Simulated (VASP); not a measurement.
**Hf (Hafnium) under strain**

How does the pressure of Hf (Hafnium) answer to a change of volume? The bands are shown for each cell. All runs use PBE. Left out of this account: 1 further run (self-consistent run: a reference on another mesh). The start is a cell from a database of measured crystal structures.

Calculated with VASP 6.6.1; PBE; plane waves and PAW (Hf_pv).

This is a report of a sequence of runs, with most program output left out.

## 1. The starting structure

It takes space group P6_3/mmc (No. 194, hexagonal). Conventional cell: a = 3.197 Å, b = 3.197 Å, c = 5.058 Å, α = 90.00°, β = 90.00°, γ = 120.00°. Hf has 12 Hf at 3.13 to 3.20 Å nearest.

Structure file:

```
Hf
1.0
     3.19670    0.00000    0.00000
    -1.59835    2.76842    0.00000
     0.00000    0.00000    5.05780
Hf
2
Cartesian
  0.0000 1.8456 1.2645
  1.5984 0.9228 3.7934
```

## 2. Bands, cell as listed

Levels along the symmetry lines show where the bands peak and cross; KPOINTS_OPT computes them in the converged potential. PBE, the usual starting point, adds the gradient of the density.

Contents of INCAR:

```
SYSTEM = Hf
PREC = Accurate
ENCUT = 400
EDIFF = 1E-06
NELM = 100
ISMEAR = -1
SIGMA = 0.05
LREAL = .FALSE.
ALGO = Normal
GGA = PE
NBANDS = 22
LASPH = .TRUE.
LORBIT = 11
LWAVE = .FALSE.
LCHARG = .FALSE.
KPAR = 2
```

Contents of POSCAR:

```
Hf
1.0
    3.1967000000      0.0000000000      0.0000000000
   -1.5983500000      2.7684234083      0.0000000000
    0.0000000000      0.0000000000      5.0578000000
Hf
2
Direct
    0.3333333333      0.6666666667      0.2500000000
    0.6666666667      0.3333333333      0.7500000000
```

Contents of KPOINTS:

```
Automatic mesh
0
Gamma
14 14 8
0 0 0
```

Contents of KPOINTS_OPT:

```
Line mode
16
Line-mode
Reciprocal
  0.00000000   0.00000000   0.00000000 GAMMA
  0.50000000   0.00000000   0.00000000 M

  0.50000000   0.00000000   0.00000000 M
  0.33333333   0.33333333   0.00000000 K

  0.33333333   0.33333333   0.00000000 K
  0.00000000   0.00000000   0.00000000 GAMMA

  0.00000000   0.00000000   0.00000000 GAMMA
  0.00000000   0.00000000   0.50000000 A

  0.00000000   0.00000000   0.50000000 A
  0.50000000   0.00000000   0.50000000 L

  0.50000000   0.00000000   0.50000000 L
  0.33333333   0.33333333   0.50000000 H

  0.33333333   0.33333333   0.50000000 H
  0.00000000   0.00000000   0.50000000 A

  0.50000000   0.00000000   0.50000000 L
  0.50000000   0.00000000   0.00000000 M

  0.33333333   0.33333333   0.00000000 K
  0.33333333   0.33333333   0.50000000 H
```

Potentials, in the order of the species: Hf_pv (PBE family, release 64).

On the command line:

```sh
$ mpirun -np 2 vasp_std
```

Elapsed: 55 s, on 2 MPI ranks of AMD EPYC 7R43, shared host; peak memory 0.41 GiB; 1.8 min of CPU time.

Spin-orbit coupling is off here; with elements this heavy it splits and shifts levels by tenths of an eV or more. Harder data sets than Hf_pv exist (the GW ones), and pressures, volumes and forces can shift noticeably with them.

This step gave:

```yaml
scf_cycles: 12
electrons: 20
bands: 22
irreducible_k_points: 120
symmetry_operations: 24
free_energy_toten: -19.86 eV
energy_at_zero_smearing: -19.85 eV
fermi_energy: 4.918 eV
pressure: 0.2070 GPa
metallic: yes
```

Electronic bands along the path, in eV, zero at the Fermi level; # counts the bands kept:

| point | #1 | #2 | #3 | #4 | #5 | #6 | #7 | #8 |
| --- | --- | --- | --- | --- | --- | --- | --- | --- |
| Γ | -7.38 | -3.71 | 0.64 | 1.18 | 1.18 | 1.46 | 2.00 | 2.00 |
| 0.47 of the way | -5.88 | -2.45 | -0.90 | -0.47 | 0.86 | 1.56 | 1.61 | 2.68 |
| M | -3.35 | -2.75 | -2.23 | -0.81 | 0.79 | 0.87 | 1.68 | 5.89 |
| 0.47 of the way | -2.86 | -2.23 | -2.17 | -1.08 | 0.50 | 0.73 | 1.79 | 5.25 |
| K | -2.13 | -1.80 | -1.80 | -1.44 | 0.37 | 0.37 | 2.05 | 5.20 |
| 0.53 of the way | -5.41 | -2.03 | -1.14 | -0.87 | 0.73 | 0.93 | 1.81 | 2.89 |
| Γ | -7.38 | -3.71 | 0.64 | 1.18 | 1.18 | 1.46 | 2.00 | 2.00 |
| 0.53 of the way | -6.75 | -4.13 | 0.04 | 0.93 | 0.97 | 0.97 | 1.56 | 1.56 |
| A | -5.40 | -5.40 | 0.14 | 0.14 | 1.07 | 1.07 | 1.07 | 1.07 |
| 0.47 of the way | -4.21 | -4.21 | -0.63 | -0.63 | 0.57 | 0.57 | 2.05 | 2.05 |
| L | -3.41 | -3.41 | -0.99 | -0.99 | 1.17 | 1.17 | 2.65 | 2.65 |
| 0.47 of the way | -2.91 | -2.91 | -0.74 | -0.74 | 0.13 | 0.13 | 2.68 | 2.68 |
| H | -1.77 | -1.77 | -1.46 | -1.46 | -0.20 | -0.20 | 2.52 | 2.52 |
| 0.47 of the way | -3.55 | -3.55 | -0.77 | -0.77 | 0.21 | 0.21 | 2.24 | 2.24 |
| A | -5.40 | -5.40 | 0.14 | 0.14 | 1.07 | 1.07 | 1.07 | 1.07 |
| jump to L | -3.41 | -3.41 | -0.99 | -0.99 | 1.17 | 1.17 | 2.65 | 2.65 |
| 0.47 of the way | -3.64 | -2.83 | -1.32 | -1.28 | 1.16 | 1.33 | 1.41 | 4.56 |
| M | -3.35 | -2.75 | -2.23 | -0.81 | 0.79 | 0.87 | 1.68 | 5.89 |
| jump to K | -2.13 | -1.80 | -1.80 | -1.44 | 0.37 | 0.37 | 2.05 | 5.20 |
| 0.47 of the way | -1.90 | -1.78 | -1.78 | -1.40 | 0.08 | 0.08 | 2.03 | 4.26 |
| H | -1.77 | -1.77 | -1.46 | -1.46 | -0.20 | -0.20 | 2.52 | 2.52 |

There is no gap at this level.

## 3. Bands, volume times 1.04

The cell is expanded evenly, with fractional positions held.

INCAR is that of step 2.

Contents of POSCAR:

```
Hf
1.0
    3.2387666662      0.0000000000      0.0000000000
   -1.6193833331      2.8048542099      0.0000000000
    0.0000000000      0.0000000000      5.1243576326
Hf
2
Direct
    0.3333333333      0.6666666667      0.2500000000
    0.6666666667      0.3333333333      0.7500000000
```

KPOINTS is that of step 2.

KPOINTS_OPT is that of step 2.

On the command line:

```sh
$ mpirun -np 2 vasp_std
```

Wall time 56 s (2 MPI ranks); peak memory 0.41 GiB.

This step gave:

* free energy (TOTEN): -19.84 eV
* energy at zero smearing: -19.83 eV
* Fermi energy: 4.653 eV
* pressure: -3.811 GPa

Electronic bands along the path, in eV, zero at the Fermi level; # counts the bands kept:

| point | #1 | #2 | #3 | #4 | #5 | #6 | #7 | #8 |
| --- | --- | --- | --- | --- | --- | --- | --- | --- |
| Γ | -7.25 | -3.59 | 0.51 | 1.16 | 1.16 | 1.42 | 1.94 | 1.94 |
| 0.53 of the way | -5.42 | -2.21 | -1.15 | -0.57 | 0.74 | 1.35 | 1.41 | 3.01 |
| M | -3.29 | -2.61 | -2.11 | -0.86 | 0.79 | 0.82 | 1.60 | 5.63 |
| 0.53 of the way | -2.69 | -2.03 | -2.00 | -1.18 | 0.45 | 0.65 | 1.74 | 4.92 |
| K | -2.00 | -1.78 | -1.78 | -1.41 | 0.35 | 0.35 | 1.96 | 4.98 |
| 0.47 of the way | -4.86 | -1.68 | -1.36 | -1.05 | 0.65 | 0.70 | 1.56 | 3.06 |
| Γ | -7.25 | -3.59 | 0.51 | 1.16 | 1.16 | 1.42 | 1.94 | 1.94 |
| 0.47 of the way | -6.78 | -3.94 | 0.05 | 0.99 | 0.99 | 1.03 | 1.60 | 1.60 |
| A | -5.34 | -5.34 | 0.15 | 0.15 | 1.06 | 1.06 | 1.06 | 1.06 |
| 0.53 of the way | -3.94 | -3.94 | -0.68 | -0.68 | 0.51 | 0.51 | 2.17 | 2.17 |
| L | -3.29 | -3.29 | -0.93 | -0.93 | 1.05 | 1.05 | 2.56 | 2.56 |
| 0.47 of the way | -2.81 | -2.81 | -0.70 | -0.70 | 0.08 | 0.08 | 2.58 | 2.58 |
| H | -1.70 | -1.70 | -1.41 | -1.41 | -0.24 | -0.24 | 2.44 | 2.44 |
| 0.53 of the way | -3.84 | -3.84 | -0.66 | -0.66 | 0.35 | 0.35 | 2.11 | 2.11 |
| A | -5.34 | -5.34 | 0.15 | 0.15 | 1.06 | 1.06 | 1.06 | 1.06 |
| jump to L | -3.29 | -3.29 | -0.93 | -0.93 | 1.05 | 1.05 | 2.56 | 2.56 |
| 0.47 of the way | -3.52 | -2.73 | -1.27 | -1.25 | 1.10 | 1.27 | 1.31 | 4.38 |
| M | -3.29 | -2.61 | -2.11 | -0.86 | 0.79 | 0.82 | 1.60 | 5.63 |
| jump to K | -2.00 | -1.78 | -1.78 | -1.41 | 0.35 | 0.35 | 1.96 | 4.98 |
| 0.47 of the way | -1.79 | -1.74 | -1.74 | -1.37 | 0.06 | 0.06 | 1.95 | 4.10 |
| H | -1.70 | -1.70 | -1.41 | -1.41 | -0.24 | -0.24 | 2.44 | 2.44 |

 The pressure is -3.81 GPa.

Between step 2 and this run (cell volume +4.0 %) the value for the pressure moves from 0.207 GPa to -3.81 GPa.

## 4. Bands, volume times 1.08

INCAR is that of step 3.

Contents of POSCAR:

```
Hf
1.0
    3.2797680652      0.0000000000      0.0000000000
   -1.6398840326      2.8403624630      0.0000000000
    0.0000000000      0.0000000000      5.1892298059
Hf
2
Direct
    0.3333333333      0.6666666667      0.2500000000
    0.6666666667      0.3333333333      0.7500000000
```

KPOINTS is that of step 3.

KPOINTS_OPT is that of step 3.

On the command line:

```sh
$ mpirun -np 2 vasp_std
```

The job ended after 56 s (2 MPI ranks; peak memory 0.44 GiB; 1.8 min of CPU time).

This step gave:

```yaml
free_energy_toten: -19.77 eV
energy_at_zero_smearing: -19.77 eV
fermi_energy: 4.403 eV
pressure: -7.156 GPa
```

Electronic bands along the path, in eV, zero at the Fermi level; # counts the bands kept:

| point | #1 | #2 | #3 | #4 | #5 | #6 | #7 | #8 |
| --- | --- | --- | --- | --- | --- | --- | --- | --- |
| Γ | -7.12 | -3.49 | 0.40 | 1.15 | 1.15 | 1.39 | 1.88 | 1.88 |
| 0.47 of the way | -5.73 | -2.30 | -0.88 | -0.39 | 0.82 | 1.45 | 1.54 | 2.51 |
| M | -3.23 | -2.49 | -2.00 | -0.91 | 0.77 | 0.79 | 1.54 | 5.38 |
| 0.47 of the way | -2.78 | -2.03 | -1.93 | -1.14 | 0.51 | 0.65 | 1.64 | 4.82 |
| K | -1.87 | -1.76 | -1.76 | -1.38 | 0.34 | 0.34 | 1.88 | 4.77 |
| 0.47 of the way | -4.81 | -1.62 | -1.30 | -0.98 | 0.62 | 0.70 | 1.50 | 2.95 |
| Γ | -7.12 | -3.49 | 0.40 | 1.15 | 1.15 | 1.39 | 1.88 | 1.88 |
| 0.47 of the way | -6.67 | -3.86 | 0.00 | 0.98 | 0.98 | 1.01 | 1.56 | 1.56 |
| A | -5.27 | -5.27 | 0.16 | 0.16 | 1.04 | 1.04 | 1.04 | 1.04 |
| 0.47 of the way | -4.14 | -4.14 | -0.52 | -0.52 | 0.56 | 0.56 | 1.93 | 1.93 |
| L | -3.18 | -3.18 | -0.88 | -0.88 | 0.95 | 0.95 | 2.47 | 2.47 |
| 0.47 of the way | -2.72 | -2.72 | -0.66 | -0.66 | 0.04 | 0.04 | 2.48 | 2.48 |
| H | -1.64 | -1.64 | -1.35 | -1.35 | -0.27 | -0.27 | 2.37 | 2.37 |
| 0.47 of the way | -3.49 | -3.49 | -0.68 | -0.68 | 0.23 | 0.23 | 2.10 | 2.10 |
| A | -5.27 | -5.27 | 0.16 | 0.16 | 1.04 | 1.04 | 1.04 | 1.04 |
| jump to L | -3.18 | -3.18 | -0.88 | -0.88 | 0.95 | 0.95 | 2.47 | 2.47 |
| 0.47 of the way | -3.41 | -2.63 | -1.22 | -1.21 | 1.05 | 1.16 | 1.28 | 4.20 |
| M | -3.23 | -2.49 | -2.00 | -0.91 | 0.77 | 0.79 | 1.54 | 5.38 |
| jump to K | -1.87 | -1.76 | -1.76 | -1.38 | 0.34 | 0.34 | 1.88 | 4.77 |
| 0.53 of the way | -1.70 | -1.70 | -1.64 | -1.33 | -0.02 | -0.02 | 1.90 | 3.71 |
| H | -1.64 | -1.64 | -1.35 | -1.35 | -0.27 | -0.27 | 2.37 | 2.37 |

 The pressure is -7.16 GPa.

Between step 2 and this run (cell volume +8.0 %) the value for the pressure moves from 0.207 GPa to -7.16 GPa.

## 5. Bands, sheared, principal strains -4.2, +0.6, +3.8 %

The cell is sheared at fixed volume, which lowers its symmetry.

INCAR is that of step 4.

Contents of POSCAR:

```
Hf
1.0
    3.2496960000     -0.0908410000     -0.0156280000
   -1.7035190000      2.7521710000      0.0601410000
   -0.0247260000      0.0956000000      5.0947590000
Hf
2
Direct
    0.3333333333      0.6666666667      0.2500000000
    0.6666666667      0.3333333333      0.7500000000
```

KPOINTS is that of step 4.

Contents of KPOINTS_OPT:

```
Line mode
16
Line-mode
Reciprocal
  0.00000000   0.00000000   0.50000000 X
  0.00000000   0.00000000   0.00000000 GAMMA

  0.00000000   0.00000000   0.00000000 GAMMA
  0.50000000   0.00000000   0.00000000 Y

  0.50000000   0.00000000   0.50000000 L
  0.00000000   0.00000000   0.00000000 GAMMA

  0.00000000   0.00000000   0.00000000 GAMMA
 -0.50000000   0.50000000   0.00000000 Z

 -0.50000000   0.50000000   0.50000000 N
  0.00000000   0.00000000   0.00000000 GAMMA

  0.00000000   0.00000000   0.00000000 GAMMA
  0.00000000   0.50000000   0.00000000 M

  0.00000000   0.50000000   0.50000000 R
  0.00000000   0.00000000   0.00000000 GAMMA
```

On the command line:

```sh
$ mpirun -np 2 vasp_std
```

The job ended after 3.7 min (2 MPI ranks; peak memory 1.4 GiB).

The path and its labels are those of the sheared lattice, so a letter need not mean the same point as in the unstrained cell.

Numbers from this step:

```yaml
irreducible_k_points: 788
symmetry_operations: 2
free_energy_toten: -19.80 eV
energy_at_zero_smearing: -19.79 eV
fermi_energy: 4.891 eV
pressure: 0.3858 GPa
```

The electronic bands at the labelled points (eV, zero at the Fermi level; # counts the bands kept):

| point | #1 | #2 | #3 | #4 | #5 | #6 | #7 | #8 |
| --- | --- | --- | --- | --- | --- | --- | --- | --- |
| X | -5.41 | -5.40 | 0.06 | 0.10 | 0.60 | 0.63 | 1.72 | 1.74 |
| 0.47 of the way | -6.73 | -4.14 | 0.02 | 0.45 | 0.86 | 1.06 | 1.67 | 2.20 |
| Γ | -7.35 | -3.71 | 0.59 | 0.61 | 1.31 | 1.48 | 1.89 | 2.54 |
| 0.47 of the way | -5.78 | -2.36 | -0.92 | -0.33 | 0.89 | 1.54 | 1.71 | 2.51 |
| Y | -3.23 | -2.69 | -2.23 | -0.61 | 0.48 | 1.00 | 1.91 | 5.79 |
| jump to L | -3.35 | -3.32 | -1.00 | -0.94 | 1.29 | 1.42 | 2.54 | 2.55 |
| 0.47 of the way | -4.95 | -2.62 | -1.33 | -0.27 | 0.50 | 1.24 | 1.62 | 2.89 |
| Γ | -7.35 | -3.71 | 0.59 | 0.61 | 1.31 | 1.48 | 1.89 | 2.54 |
| 0.47 of the way | -5.94 | -2.55 | -0.92 | -0.62 | 0.57 | 1.43 | 2.11 | 2.80 |
| Z | -3.47 | -2.75 | -2.21 | -0.98 | 0.69 | 1.13 | 1.61 | 5.86 |
| jump to N | -3.53 | -3.44 | -1.12 | -0.99 | 0.78 | 1.06 | 3.13 | 3.22 |
| 0.53 of the way | -5.59 | -2.82 | -1.25 | -0.47 | 0.48 | 0.97 | 2.22 | 3.31 |
| Γ | -7.35 | -3.71 | 0.59 | 0.61 | 1.31 | 1.48 | 1.89 | 2.54 |
| 0.47 of the way | -5.77 | -2.36 | -0.92 | -0.29 | 0.96 | 1.49 | 1.69 | 2.46 |
| M | -3.22 | -2.71 | -2.23 | -0.57 | 0.46 | 1.00 | 1.92 | 5.86 |
| jump to R | -3.37 | -3.26 | -1.05 | -0.88 | 1.20 | 1.59 | 2.43 | 2.53 |
| 0.47 of the way | -4.98 | -2.55 | -1.34 | -0.22 | 0.54 | 1.11 | 1.65 | 2.83 |
| Γ | -7.35 | -3.71 | 0.59 | 0.61 | 1.31 | 1.48 | 1.89 | 2.54 |

Force by atom:

| atom | x (eV/Å) | y (eV/Å) | z (eV/Å) | size |
| --- | --- | --- | --- | --- |
| Hf1 | 0.126 | -0.100 | 0.040 | 0.166 |
| Hf2 | -0.126 | 0.100 | -0.040 | 0.166 |

 The pressure is 0.39 GPa, and the symmetry operations fall from 24 to 2.

## 6. Bands, volume times 0.96

The cell is compressed evenly, with fractional positions held.

INCAR is that of step 5.

Contents of POSCAR:

```
Hf
1.0
    3.1534960552      0.0000000000      0.0000000000
   -1.5767480276      2.7310076946      0.0000000000
    0.0000000000      0.0000000000      4.9894429718
Hf
2
Direct
    0.3333333333      0.6666666667      0.2500000000
    0.6666666667      0.3333333333      0.7500000000
```

KPOINTS is that of step 5.

Contents of KPOINTS_OPT:

```
Line mode
16
Line-mode
Reciprocal
  0.00000000   0.00000000   0.00000000 GAMMA
  0.50000000   0.00000000   0.00000000 M

  0.50000000   0.00000000   0.00000000 M
  0.33333333   0.33333333   0.00000000 K

  0.33333333   0.33333333   0.00000000 K
  0.00000000   0.00000000   0.00000000 GAMMA

  0.00000000   0.00000000   0.00000000 GAMMA
  0.00000000   0.00000000   0.50000000 A

  0.00000000   0.00000000   0.50000000 A
  0.50000000   0.00000000   0.50000000 L

  0.50000000   0.00000000   0.50000000 L
  0.33333333   0.33333333   0.50000000 H

  0.33333333   0.33333333   0.50000000 H
  0.00000000   0.00000000   0.50000000 A

  0.50000000   0.00000000   0.50000000 L
  0.50000000   0.00000000   0.00000000 M

  0.33333333   0.33333333   0.00000000 K
  0.33333333   0.33333333   0.50000000 H
```

On the command line:

```sh
$ mpirun -np 2 vasp_std
```

The job ended after 54 s (2 MPI ranks; peak memory 0.39 GiB).

Numbers from this step:

```yaml
irreducible_k_points: 120
symmetry_operations: 24
free_energy_toten: -19.83 eV
energy_at_zero_smearing: -19.82 eV
fermi_energy: 5.205 eV
pressure: 5.038 GPa
```

The electronic bands at the labelled points (eV, zero at the Fermi level; # counts the bands kept):

| point | #1 | #2 | #3 | #4 | #5 | #6 | #7 | #8 |
| --- | --- | --- | --- | --- | --- | --- | --- | --- |
| Γ | -7.52 | -3.84 | 0.79 | 1.19 | 1.19 | 1.48 | 2.06 | 2.06 |
| 0.47 of the way | -5.95 | -2.55 | -0.92 | -0.52 | 0.87 | 1.62 | 1.64 | 2.77 |
| M | -3.42 | -2.90 | -2.36 | -0.73 | 0.78 | 0.92 | 1.76 | 6.16 |
| 0.47 of the way | -2.90 | -2.35 | -2.31 | -1.04 | 0.49 | 0.77 | 1.87 | 5.48 |
| K | -2.29 | -1.82 | -1.82 | -1.46 | 0.38 | 0.38 | 2.14 | 5.43 |
| 0.47 of the way | -4.93 | -1.80 | -1.48 | -1.20 | 0.69 | 0.70 | 1.70 | 3.28 |
| Γ | -7.52 | -3.84 | 0.79 | 1.19 | 1.19 | 1.48 | 2.06 | 2.06 |
| 0.47 of the way | -7.01 | -4.11 | 0.20 | 0.99 | 0.99 | 1.05 | 1.68 | 1.68 |
| A | -5.47 | -5.47 | 0.13 | 0.13 | 1.07 | 1.07 | 1.07 | 1.07 |
| 0.47 of the way | -4.24 | -4.24 | -0.70 | -0.70 | 0.58 | 0.58 | 2.11 | 2.11 |
| L | -3.54 | -3.54 | -1.06 | -1.06 | 1.32 | 1.32 | 2.74 | 2.74 |
| 0.47 of the way | -3.02 | -3.02 | -0.80 | -0.80 | 0.19 | 0.19 | 2.79 | 2.79 |
| H | -1.84 | -1.84 | -1.52 | -1.52 | -0.16 | -0.16 | 2.59 | 2.59 |
| 0.47 of the way | -3.59 | -3.59 | -0.82 | -0.82 | 0.19 | 0.19 | 2.31 | 2.31 |
| A | -5.47 | -5.47 | 0.13 | 0.13 | 1.07 | 1.07 | 1.07 | 1.07 |
| jump to L | -3.54 | -3.54 | -1.06 | -1.06 | 1.32 | 1.32 | 2.74 | 2.74 |
| 0.47 of the way | -3.77 | -2.96 | -1.38 | -1.32 | 1.21 | 1.35 | 1.56 | 4.76 |
| M | -3.42 | -2.90 | -2.36 | -0.73 | 0.78 | 0.92 | 1.76 | 6.16 |
| jump to K | -2.29 | -1.82 | -1.82 | -1.46 | 0.38 | 0.38 | 2.14 | 5.43 |
| 0.47 of the way | -2.03 | -1.82 | -1.82 | -1.43 | 0.10 | 0.10 | 2.11 | 4.42 |
| H | -1.84 | -1.84 | -1.52 | -1.52 | -0.16 | -0.16 | 2.59 | 2.59 |

 The pressure is 5.04 GPa.

Between step 2 and this run (cell volume -4.0 %) the value for the pressure moves from 0.207 GPa to 5.04 GPa.

## 7. Bands, volume times 0.92

The cell is scaled evenly once more. A prediction first. A parabola through the 4 pressures of evenly scaled cells so far, P = 0.22 -110.3 t +190 t² GPa with t = ln(V/V₁) and V₁ the volume at scale 1, gives 10.73 GPa at t = -0.0834.

INCAR is that of step 6.

Contents of POSCAR:

```
Hf
1.0
    3.1090747008      0.0000000000      0.0000000000
   -1.5545373504      2.6925376732      0.0000000000
    0.0000000000      0.0000000000      4.9191597652
Hf
2
Direct
    0.3333333333      0.6666666667      0.2500000000
    0.6666666667      0.3333333333      0.7500000000
```

KPOINTS is that of step 6.

KPOINTS_OPT is that of step 6.

On the command line:

```sh
$ mpirun -np 2 vasp_std
```

Wall time 33 s (2 MPI ranks); peak memory 0.37 GiB; 65 s of CPU time.

Numbers from this step:

```yaml
free_energy_toten: -19.74 eV
energy_at_zero_smearing: -19.73 eV
fermi_energy: 5.520 eV
pressure: 10.83 GPa
```

[end of part 1 of 2]

[Lines on the potential files, build, host, timing and source positions are cut from VASP's logs without a mark.]

[Logs are printed without paths, hosts, clocks, repeated set-up lines and the standing remarks that a program may print on its own settings, such as how far it seeks lower states.]

[Hosts, paths, dates, database ids (printed as entryN), source tags and the programs' standing remarks are cut or masked in the printed files.]

[A measured line is paired with the nearest computed mode of its activity, which favours agreement.]
